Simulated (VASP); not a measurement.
Here is a VASP 6.6.1 calculation.

Contents of POSCAR:

```
TePb
1.0
    0.0000000000      3.2310000000      3.2310000000
    3.2310000000      0.0000000000      3.2310000000
    3.2310000000      3.2310000000      0.0000000000
Pb Te
1 1
Direct
    0.0000000000      0.0000000000      0.0000000000
    0.5000000000      0.5000000000      0.5000000000
```

File INCAR.step1:

```
SYSTEM = TePb
PREC = Accurate ; ENCUT = 520
EDIFF = 1E-5 ; ISMEAR = 0
SIGMA = 0.02 ; LREAL = .FALSE.
LASPH = .TRUE. ; NELM = 80
ALGO = Normal ; ISIF = 2
LWAVE = .TRUE. ; LCHARG = .FALSE.
GGA = PE ; KPAR = 4
```

INCAR.step2

```
SYSTEM = TePb
PREC = Accurate ; ENCUT = 520
EDIFF = 1E-6 ; ISMEAR = 0
SIGMA = 0.02 ; LREAL = .FALSE.
LASPH = .TRUE. ; NELM = 80
ALGO = Normal ; ISIF = 2
LWAVE = .FALSE. ; LCHARG = .FALSE.
GGA = PE ; LHFCALC = .TRUE.
HFSCREEN = 0.3 ; PRECFOCK = Fast
ISTART = 1 ; KPAR = 4
```

Contents of KPOINTS:

```
Automatic mesh
0
G
  6 6 6
  0 0 0
```

File KPOINTS_OPT:

```
path GXWKGLUWLK,UX
8
line-mode
reciprocal
 0.0000000000  0.0000000000  0.0000000000  G
 0.5000000000  0.0000000000  0.5000000000  X

 0.5000000000  0.0000000000  0.5000000000  X
 0.5000000000  0.2500000000  0.7500000000  W

 0.5000000000  0.2500000000  0.7500000000  W
 0.3750000000  0.3750000000  0.7500000000  K

 0.3750000000  0.3750000000  0.7500000000  K
 0.0000000000  0.0000000000  0.0000000000  G

 0.0000000000  0.0000000000  0.0000000000  G
 0.5000000000  0.5000000000  0.5000000000  L

 0.5000000000  0.5000000000  0.5000000000  L
 0.6250000000  0.2500000000  0.6250000000  U

 0.6250000000  0.2500000000  0.6250000000  U
 0.5000000000  0.2500000000  0.7500000000  W

 0.5000000000  0.2500000000  0.7500000000  W
 0.5000000000  0.5000000000  0.5000000000  L

 0.5000000000  0.5000000000  0.5000000000  L
 0.3750000000  0.3750000000  0.7500000000  K

 0.6250000000  0.2500000000  0.6250000000  U
 0.5000000000  0.0000000000  0.5000000000  X
```

Potentials or basis: VASP PAW PBE potentials, release 64 (Pb_d, Te).

Launch:

```console
$ cat potpaw_PBE.64/Pb_d/POTCAR potpaw_PBE.64/Te/POTCAR > POTCAR
$ cp INCAR.step1 INCAR
$ mpirun -np 4 vasp_std > vasp.out
$ cp INCAR.step2 INCAR
$ mpirun -np 4 vasp_std > vasp.out
```

(1) Predict the pressure.

(2) Predict the band gap on the k mesh.

(3) What does it give for the band gap along the path?

## Answers

(1) 1.1 GPa.

(2) 0.96 eV, direct.

(3) 0.96 eV, direct.

Caveat: the PAW data sets were made with another functional, which shifts forces and pressure a little; spin-orbit coupling is left out, which as a rule narrows the gap of such compounds by several tenths of an eV.

**What was measured.**

A printed reference work, monograph reports, for a bulk crystal of TePb at 4.2 K: band gap 0.19 eV (direct).

Against the measured gap of TePb, 0.19 eV (direct; 4.2 K; a printed reference work, monograph), the calculated 0.96 eV is off by +0.77 eV. Spin-orbit coupling on Pb, Te is left out. The value is that of HSE03, without temperature or zero-point motion.
